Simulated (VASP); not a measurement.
# GaSe (P6_3/mmc) in VASP: single point with PBE+D3(BJ)

Aim: the single point of GaSe with PBE+D3(BJ).

Everything below comes from runs of VASP 6.6.1. Logs are shortened: lines on timing, memory, paths and dates and some standing lists are left out, and cuts for length are marked.

### Step 1. The cell of the first run

The structure is hexagonal, space group P6_3/mmc (No. 194). The conventional cell has a = 3.769 Å, b = 3.769 Å, c = 15.965 Å, α = 90.00°, β = 90.00°, γ = 120.00°. Ga (site symmetry 3m) is surrounded by 1 Ga at 2.44 Å and 3 Se at 2.47 Å. Se (site symmetry 3m) is surrounded by 3 Ga at 2.47 Å.

### Step 2. Single point, PBE+D3(BJ)

INCAR

```
SYSTEM = GaSe
ALGO = Fast ; EDIFF = 1E-6
ENCUT = 520 ; GGA = PE
ISIF = 2 ; ISMEAR = 0
IVDW = 12 ; LASPH = .True.
LCHARG = .False. ; LREAL = .False.
LWAVE = .False. ; NBANDS = 48
NELM = 100 ; PREC = Accurate
SIGMA = 0.02
```

KPOINTS

```
k-points
0
Gamma
  9 9 2
  0 0 0
```

POSCAR

```
GaSe
1.0
    3.7694983711      0.0000000000      0.0000000000
   -1.8847491855      3.2644813489      0.0000000000
    0.0000000000      0.0000000000     15.9651750265
Ga Se
4 4
Direct
    0.3333333333      0.6666666667      0.1734826702
    0.6666666667      0.3333333333      0.6734826702
    0.3333333333      0.6666666667      0.3265173298
    0.6666666667      0.3333333333      0.8265173298
    0.3333333333      0.6666666667      0.5996966662
    0.6666666667      0.3333333333      0.0996966662
    0.3333333333      0.6666666667      0.9003033338
    0.6666666667      0.3333333333      0.4003033338
```

Potentials or basis: VASP PAW PBE potentials, release 64 (Ga_d, Se).

On the command line:

```
$ cat potpaw_PBE.64/Ga_d/POTCAR potpaw_PBE.64/Se/POTCAR > POTCAR
$ mpirun -np 1 vasp_std > vasp.out
```

OUTCAR:

```text
SYSTEM = GaSe
   EDIFF = 1E-6
   ENCUT = 520
   GGA = PE
   ISIF = 2
   ISMEAR = 0
   IVDW = 12
   LASPH = .True.
   LREAL = .False.
   NELM = 100
   PREC = Accurate
 IVDW          = 12

 ion  position               nearest neighbor table
   1  0.333  0.667  0.173-   3 2.44   6 2.47   6 2.47   6 2.47
   2  0.667  0.333  0.673-   4 2.44   5 2.47   5 2.47   5 2.47
   3  0.333  0.667  0.327-   1 2.44   8 2.47   8 2.47   8 2.47
   4  0.667  0.333  0.827-   2 2.44   7 2.47   7 2.47   7 2.47
   5  0.333  0.667  0.600-   2 2.47   2 2.47   2 2.47
   6  0.667  0.333  0.100-   1 2.47   1 2.47   1 2.47
   7  0.333  0.667  0.900-   4 2.47   4 2.47   4 2.47
   8  0.667  0.333  0.400-   3 2.47   3 2.47   3 2.47

  LATTYP: Found a hexagonal cell.
 ALAT       =     3.7694983711
 C/A-ratio  =     4.2353579853

  Lattice vectors:

 A1 = (   3.7694983711,   0.0000000000,   0.0000000000)
 A2 = (  -1.8847491855,   3.2644813489,   0.0000000000)
 A3 = (   0.0000000000,   0.0000000000,  15.9651750265)

Analysis of symmetry for initial positions (statically):
=====================================================================
 Subroutine PRICEL returns:
 Original cell was already a primitive cell.

 Routine SETGRP: Setting up the symmetry group for a
 hexagonal supercell.

 Subroutine GETGRP returns: Found 24 space group operations
 (whereof 12 operations were pure point group operations)
 out of a pool of 24 trial point group operations.

The static configuration has the point symmetry D_3d.
 The point group associated with its full space group is D_6h.

Analysis of symmetry for dynamics (positions and initial velocities):
=====================================================================
 Subroutine PRICEL returns:
 Original cell was already a primitive cell.

 Routine SETGRP: Setting up the symmetry group for a
 hexagonal supercell.

 Subroutine GETGRP returns: Found 24 space group operations
 (whereof 12 operations were pure point group operations)
 out of a pool of 24 trial point group operations.

The dynamic configuration has the point symmetry D_3d.
 The point group associated with its full space group is D_6h.

 Subroutine INISYM returns: Found 24 space group operations
 (whereof 12 operations are pure point group operations),
 and found     1 'primitive' translations

----------------------------------------------------------------------------------------

                                     Primitive cell

  volume of cell :     196.4588

  direct lattice vectors                    reciprocal lattice vectors
     3.769498371  0.000000000  0.000000000     0.265287288  0.153163687  0.000000000
    -1.884749186  3.264481349  0.000000000     0.000000000  0.306327374  0.000000000
     0.000000000  0.000000000 15.965175027     0.000000000  0.000000000  0.062636332

  length of vectors
     3.769498371  3.769498371 15.965175027     0.306327374  0.306327374  0.062636332

  position of ions in fractional coordinates (direct lattice)
     0.333333333  0.666666667  0.173482670
     0.666666667  0.333333333  0.673482670
     0.333333333  0.666666667  0.326517330
     0.666666667  0.333333333  0.826517330
     0.333333333  0.666666667  0.599696666
     0.666666667  0.333333333  0.099696666
     0.333333333  0.666666667  0.900303334
     0.666666667  0.333333333  0.400303334

  ion indices of the primitive-cell ions
   primitive index   ion index
                 1           1
                 2           2
                 3           3
                 4           4
                 5           5
                 6           6
                 7           7
                 8           8

----------------------------------------------------------------------------------------

 KPOINTS: k-points

Automatic generation of k-mesh.
 Grid dimensions read from file:
 generate k-points for:    9    9    2

 Generating k-lattice:

  Cartesian coordinates                     Fractional coordinates (reciprocal lattice)
     0.029476365  0.017018187  0.000000000     0.111111111  0.000000000  0.000000000
     0.000000000  0.034036375  0.000000000     0.000000000  0.111111111  0.000000000
     0.000000000  0.000000000  0.031318166     0.000000000  0.000000000  0.500000000

  Length of vectors
     0.034036375  0.034036375  0.031318166

  Shift w.r.t. Gamma in fractional coordinates (k-lattice)
     0.000000000  0.000000000  0.000000000

 Subroutine IBZKPT returns following result:
 ===========================================

 Found     24 irreducible k-points:

 Following reciprocal coordinates:
            Coordinates               Weight
  0.000000  0.000000  0.000000      1.000000
  0.111111  0.000000  0.000000      6.000000
  0.222222  0.000000  0.000000      6.000000
  0.333333  0.000000  0.000000      6.000000
  0.444444  0.000000  0.000000      6.000000
  0.111111  0.111111  0.000000      6.000000
[... 16 lines left out ...]
  0.333333  0.222222  0.500000     12.000000
  0.333333  0.333333  0.500000      2.000000
   k-points           NKPTS =     24   k-points in BZ     NKDIM =     24   number of bands    NBANDS=     48
   number of dos      NEDOS =    301   number of ions     NIONS =      8
   total plane-waves  NPLWV =  94080
   dimension x,y,z NGX =    28 NGY =   28 NGZ =  120
   dimension x,y,z NGXF=    56 NGYF=   56 NGZF=  240
   ions per type =               4   4
   NGX,Y,Z   is equivalent  to a cutoff of  12.35, 12.35, 12.50 a.u.
   NGXF,Y,Z  is equivalent  to a cutoff of  24.70, 24.70, 24.99 a.u.
 SYSTEM =  GaSe
   PREC   = accura    normal or accurate (medium, high low for compatibility)
   ISTART =      0    job   : 0-new  1-cont  2-samecut
   ICHARG =      2    charge: 1-file 2-atom 10-const
   ISPIN  =      1    spin polarized calculation?
   LNONCOLLINEAR =      F non collinear calculations
   LSORBIT =      F    spin-orbit coupling
   LASPH  =      T    aspherical Exc in radial PAW
   ENCUT  =  520.0 eV  38.22 Ry    6.18 a.u.   7.01  7.01 29.68*2*pi/ulx,y,z
   NELM   =    100;   NELMIN=  2; NELMDL= -5     # of ELM steps
   EDIFF  = 0.1E-05   stopping-criterion for ELM
   LREAL  =      F    real-space projection
   EDIFFG = 0.1E-04   stopping-criterion for IOM
   NSW    =      0    number of steps for IOM
   IBRION =     -1    ionic relax: 0-MD 1-quasi-New 2-CG
   NFREE  =      0    steps in history (QN), initial steepest desc. (CG)
   ISIF   =      2    stress and relaxation
   ISYM   =      2    0-nonsym 1-usesym 2-fastsym
   POTIM  = 0.5000    time-step for ionic-motion
   TEBEG  =    0.0;   TEEND  =   0.0 temperature during run
   PSTRESS=    0.0 pullay stress
   NELECT =      76.0000    total number of electrons
   NUPDOWN=      -1.0000    fix difference up-down
   EMIN   =  10.00;   EMAX   =-10.00  energy-range for DOS
   EFERMI =   0.00;   METHOD = LEGACY
   ISMEAR =     0;   SIGMA  =   0.02  broadening in eV -4-tet -1-fermi 0-gaus
   EFERMI_NEDOS =   21; number of points for ismear=-14 and -15
   IALGO  =     68    algorithm
   IMIX   =      4    mixing-type and parameters
     AMIX     =   0.40;   BMIX     =  1.00
     AMIX_MAG =   1.60;   BMIX_MAG =  1.00
  volume/ion in A,a.u.               =      24.56       165.72
  Fermi-wavevector in a.u.,A,eV,Ry     =   1.192858  2.254175 19.359881  1.422911
  Thomas-Fermi vector in A             =   2.328887
   LORBIT       =      0    0 simple, 1 ext, 2 COOP (PROOUT), +10 PAW based schemes
   GGA     = PE    functional components
   LHFCALC =     F    Hartree Fock is set to
   AEXX    =    0.0000 exact exchange contribution
   IVDW    =    12    specifies the selected vdW correction
   LEPSILON=     F    determine dielectric tensor
   LRPA    =     F    only Hartree local field effects (RPA)
 non-spin polarized calculation
 RMM-DIIS sequential band-by-band and
 Gauss-broadening in eV      SIGMA  =   0.02
  energy-cutoff  :      520.00
  volume of cell :      196.46
 maximum number of plane-waves:      5320
 NGX is ok and might be reduce to    28
   NGX = 13   NGY = 13   NGZ = 59

 number of electron      76.0000013 magnetization

 Free energy of the ion-electron system (eV)
  ---------------------------------------------------
  ext. energy  EPLUGINS =         0.00000000
  ---------------------------------------------------
  free energy    TOTEN  =       -30.23221359 eV

  energy without entropy =      -30.23221359  energy(sigma->0) =      -30.23221359

 E-fermi :   3.5111     XC(G=0):  -9.2464

 val. band max:        3.4251287218   @ k =   0.0000   0.0000   0.0000
 cond. band min:       4.2758661861   @ k =   0.0000   0.0000   0.0000
 fundamental gap:      0.8507374643
 Fermi energy:         3.5110826408

 k-point     1 :       0.0000    0.0000    0.0000
  band No.  band energies     occupation
      1     -11.7734      2.00000
      2     -11.7731      2.00000
      3     -11.6518      2.00000
      4     -11.6518      2.00000
      5     -11.6517      2.00000
      6     -11.6517      2.00000
[... 40 lines left out ...]
     47       8.6878      0.00000
     48       8.8192      0.00000

 k-point     2 :       0.1111    0.0000    0.0000
  band No.  band energies     occupation
      1     -11.7747      2.00000
      2     -11.7739      2.00000
      3     -11.6853      2.00000
      4     -11.6808      2.00000
      5     -11.6503      2.00000
      6     -11.6501      2.00000
[... 40 lines left out ...]
     47       8.2483      0.00000
     48       8.5939      0.00000

 k-point     3 :       0.2222    0.0000    0.0000
  band No.  band energies     occupation
      1     -11.7918      2.00000
      2     -11.7875      2.00000
      3     -11.7297      2.00000
      4     -11.7249      2.00000
      5     -11.6973      2.00000
      6     -11.6878      2.00000
[... 1060 lines left out ...]
     47       8.5839      0.00000
     48       8.5901      0.00000

 k-point    24 :       0.3333    0.3333    0.5000
  band No.  band energies     occupation
      1     -11.8555      2.00000
      2     -11.8555      2.00000
      3     -11.7820      2.00000
      4     -11.7820      2.00000
      5     -11.7364      2.00000
      6     -11.7364      2.00000
[... 40 lines left out ...]
     47       9.3964      0.00000
     48       9.4015      0.00000

------------------------ aborting loop because EDIFF is reached ----------------------------------------

 Edisp (eV)   -2.32306

 E8    (eV) :    -1.0206

  FORCE on cell =-STRESS in cart. coord.  units (eV):
  Direction    XX          YY          ZZ          XY          YZ          ZX
  --------------------------------------------------------------------------------------
  -------------------------------------------------------------------------------------
  Total       0.19044     0.19044     0.18603     0.00000     0.00000     0.00000
  in kB       1.55312     1.55312     1.51716     0.00000     0.00000     0.00000
  external pressure =        1.54 kB  Pullay stress =        0.00 kB

 VOLUME and BASIS-vectors are now :
 -----------------------------------------------------------------------------
  energy-cutoff  :      520.00
  volume of cell :      196.46
      direct lattice vectors                 reciprocal lattice vectors
     3.769498371  0.000000000  0.000000000     0.265287288  0.153163687  0.000000000
    -1.884749186  3.264481349  0.000000000     0.000000000  0.306327374  0.000000000
     0.000000000  0.000000000 15.965175027     0.000000000  0.000000000  0.062636332

 POSITION                                       TOTAL-FORCE (eV/Angst)
 -----------------------------------------------------------------------------------
     -0.00000      2.17632      2.76968         0.000000     -0.000000      0.017815
      1.88475      1.08816     10.75227        -0.000000     -0.000000      0.017815
     -0.00000      2.17632      5.21291         0.000000     -0.000000     -0.017815
      1.88475      1.08816     13.19549        -0.000000      0.000000     -0.017815
     -0.00000      2.17632      9.57426        -0.000000      0.000000     -0.028371
      1.88475      1.08816      1.59167        -0.000000      0.000000     -0.028371
     -0.00000      2.17632     14.37350         0.000000      0.000000      0.028371
      1.88475      1.08816      6.39091        -0.000000      0.000000      0.028371
 -----------------------------------------------------------------------------------
    total drift:                               -0.000000      0.000000      0.000000

  FREE ENERGIE OF THE ION-ELECTRON SYSTEM (eV)
  ---------------------------------------------------
  free  energy   TOTEN  =       -32.5552709268 eV

  energy  without entropy=      -32.5552709268  energy(sigma->0) =      -32.55527093
```

It took 5.5 min on 1 thread of Intel Xeon Platinum 8259CL at 2.50GHz (Skylake/Cascade Lake), shared host; peak memory 0.4 GiB.

Results:

```yaml
Free_energy: -32.5553 eV
Pressure: 0.2 GPa
Largest_force: 0.028 eV/Å
Band_gap_on_the_k_mesh: 0.85 eV, direct
Dispersion_energy_per_atom: -0.290 eV
```

Forces in eV/Å, atoms in the order of the input:
```
Ga   0.000  0.000  0.018
Ga   0.000  0.000  0.018
Ga   0.000  0.000 -0.018
Ga   0.000  0.000 -0.018
Se   0.000  0.000 -0.028
Se   0.000  0.000 -0.028
Se   0.000  0.000  0.028
Se   0.000  0.000  0.028
```

Caveat: an odd mesh through Γ misses points on the zone boundary, where band edges often lie.
